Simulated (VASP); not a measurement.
# A VASP 6.6.1 single-point calculation on LiH

INCAR

```
NBANDS = 9
ENCUT = 520
EDIFF = 1E-7
LASPH = .TRUE.
LWAVE = .FALSE.
LREAL = .FALSE.
PREC = Accurate
IBRION = -1
LCHARG = .FALSE.
SIGMA = 0.01
NSW = 0
ALGO = VeryFast
ISMEAR = 0
NELM = 65
METAGGA = R2SCAN
ISIF = 2
```

KPOINTS

```
KPOINTS created by Atomic Simulation Environment
0
Gamma
10 10 10
0 0 0
```

POSCAR

```
Li H
 1.0000000000000000
     0.0000000000000000    2.0230247895000000    1.9965451168999999
     2.0230247895000000    0.0000000000000000    1.9965451168999999
     2.0230247895000000    2.0230247895000000    0.0000000000000000
 Li  H
   1   1
Cartesian
  0.0000000000000000  0.0000000000000000  0.0000000000000000
  2.0230247895000000  2.0230247895000000  1.9965451168999999
```

The recommended PBE PAW datasets give the neutral cell 4 valence electrons.

Command

```
mpirun -np 1 vasp_std
```

OSZICAR

```
N       E                     dE             d eps       ncg     rms          rms(c)
RMM:   1    -0.244152976085E+02   -0.24415E+02   -0.75633E+02   918   0.275E+02
RMM:   2    -0.611393987241E+01    0.18301E+02   -0.51165E+01   918   0.533E+01
RMM:   3    -0.677143948360E+01   -0.65750E+00   -0.78724E+00   918   0.221E+01
RMM:   4    -0.677578011756E+01   -0.43406E-02   -0.92583E+00   918   0.140E+01
RMM:   5    -0.706655750777E+01   -0.29078E+00   -0.42370E+00   918   0.930E+00
RMM:   6    -0.703864395216E+01    0.27914E-01   -0.67324E+00   918   0.886E+00
RMM:   7    -0.721132637950E+01   -0.17268E+00   -0.28197E+00   918   0.555E+00
RMM:   8    -0.727544309829E+01   -0.64117E-01   -0.13664E+00   918   0.413E+00
RMM:   9    -0.730206408888E+01   -0.26621E-01   -0.50671E-01  3051   0.237E+00
RMM:  10    -0.735486158856E+01   -0.52797E-01   -0.96230E-02  3224   0.114E+00
...
RMM:  21    -0.681646784880E+01   -0.24716E-04   -0.16842E-04  3144   0.223E-02    0.206E-03
RMM:  22    -0.681648168384E+01   -0.13835E-04   -0.77394E-05  2913   0.175E-02    0.124E-03
RMM:  23    -0.681648383356E+01   -0.21497E-05   -0.33733E-05  2866   0.114E-02    0.660E-04
RMM:  24    -0.681648610960E+01   -0.22760E-05   -0.14733E-05  2902   0.632E-03    0.357E-04
RMM:  25    -0.681648720812E+01   -0.10985E-05   -0.65466E-06  2751   0.413E-03    0.185E-04
RMM:  26    -0.681648780031E+01   -0.59218E-06   -0.28742E-06  2561   0.274E-03    0.234E-05
RMM:  27    -0.681648784722E+01   -0.46920E-07   -0.12874E-06  2318   0.181E-03    0.950E-05
RMM:  28    -0.681648801916E+01   -0.17194E-06   -0.55786E-07  2204   0.122E-03    0.855E-06
RMM:  29    -0.681648801781E+01    0.13582E-08   -0.24240E-07  1984   0.752E-04
   1 F= -.68164880E+01 E0= -.68164880E+01  d E =-.754215E-14
```

From OUTCAR

```
k-points           NKPTS =    102   k-points in BZ     NKDIM =    102   number of bands    NBANDS=      9

   NELECT =       4.0000    total number of electrons

   dimension x,y,z NGX =    24 NGY =   24 NGZ =   24
   dimension x,y,z NGXF=    48 NGYF=   48 NGZF=   48

  energy-cutoff  :      520.00
  volume of cell :       16.34
      direct lattice vectors                 reciprocal lattice vectors
     0.000000000  2.023024789  1.996545117    -0.247154658  0.247154658  0.250432608
     2.023024789  0.000000000  1.996545117     0.247154658 -0.247154658  0.250432608
     2.023024789  2.023024789  0.000000000     0.247154658  0.247154658 -0.250432608

 k-points in reciprocal lattice and weights: KPOINTS created by Atomic Simulation Env
   0.00000000  0.00000000  0.00000000       0.001
   0.10000000  0.00000000  0.00000000       0.008
   0.20000000  0.00000000  0.00000000       0.008
   0.30000000 -0.00000000  0.00000000       0.008
   0.40000000 -0.00000000  0.00000000       0.008
   0.50000000  0.00000000  0.00000000       0.004
   0.10000000  0.10000000  0.00000000       0.002
   0.20000000  0.10000000  0.00000000       0.008
   ...

 E-fermi :  -0.1449

 k-point     1 :       0.0000    0.0000    0.0000
  band No.  band energies     occupation
      1     -45.9990      2.00000
      2      -5.6463      2.00000
      3      17.1668      0.00000
      4      18.8923      0.00000
      5      19.0174      0.00000
      6      19.0179      0.00000
      7      23.3614      0.00000
      8      23.5235      0.00000
      9      25.1310      0.00000

 k-point     2 :       0.1000    0.0000    0.0000
  band No.  band energies     occupation
      1     -45.9949      2.00000
      2      -5.4669      2.00000
      3      15.4519      0.00000
      4      17.9565      0.00000
      5      18.5227      0.00000
      6      18.5453      0.00000
      7      23.1544      0.00000
      8      24.3516      0.00000
      9      28.2496      0.00000

 k-point     3 :       0.2000    0.0000    0.0000
  band No.  band energies     occupation
      1     -45.9844      2.00000
      2      -4.9445      2.00000
      3      11.9821      0.00000
      4      16.6238      0.00000
      5      17.8279      0.00000
      6      17.8986      0.00000
      7      24.1025      0.00000
      8      24.2945      0.00000
      9      26.9373      0.00000

 k-point     4 :       0.3000   -0.0000    0.0000
  band No.  band energies     occupation
      1     -45.9713      2.00000
      2      -4.1441      2.00000
      3       8.7270      0.00000
      4      15.5132      0.00000
      5      17.4298      0.00000
      6      17.5861      0.00000
      7      21.6374      0.00000
      8      22.0625      0.00000
      9      25.8635      0.00000

 k-point     5 :       0.4000   -0.0000    0.0000
  band No.  band energies     occupation
      1     -45.9606      2.00000
      2      -3.2774      2.00000
      3       6.3235      0.00000
      4      14.7925      0.00000
      5      17.5165      0.00000
      6      17.7546      0.00000
      7      20.1343      0.00000
      8      20.4522      0.00000
      9      34.9105      0.00000

 ...

  Total       -0.1302319     -0.1302319     -0.0427264      0.0000000     -0.0000000     -0.0000000
  in kB      -12.7678142    -12.7678142     -4.1888582      0.0000000     -0.0000000     -0.0000000
  external PRESSURE =      -9.9081622 kB  Pullay stress =       0.0000000 kB

 POSITION                                       TOTAL-FORCE (eV/Angst)
 -----------------------------------------------------------------------------------
      0.00000      0.00000      0.00000         0.000000     -0.000000      0.000000
      2.02302      2.02302      1.99655        -0.000000      0.000000     -0.000000
 -----------------------------------------------------------------------------------
    total drift:                                0.000000     -0.000000     -0.000000

  FREE ENERGIE OF THE ION-ELECTRON SYSTEM (eV)
  ---------------------------------------------------
  free  energy   TOTEN  =        -6.8164880178 eV

  energy  without entropy=       -6.8164880178  energy(sigma->0) =       -6.81648802
```

It converged. Results: gap between bands v and c on the k mesh 3.46 eV; least direct gap on the k mesh 3.56 eV; pressure -1.0 GPa. Band v is the last that the valence electrons fill when counted band by band, and c is the next.

For comparison, a separate r²SCAN run of the intended cell, on usual settings and not on those above, gives a gap of 3.46 eV on its mesh and a pressure of -1.0 GPa.

The run above took about 97 s on one core of a shared host (Intel Xeon Platinum 8488C) and held 0.14 GiB at most.
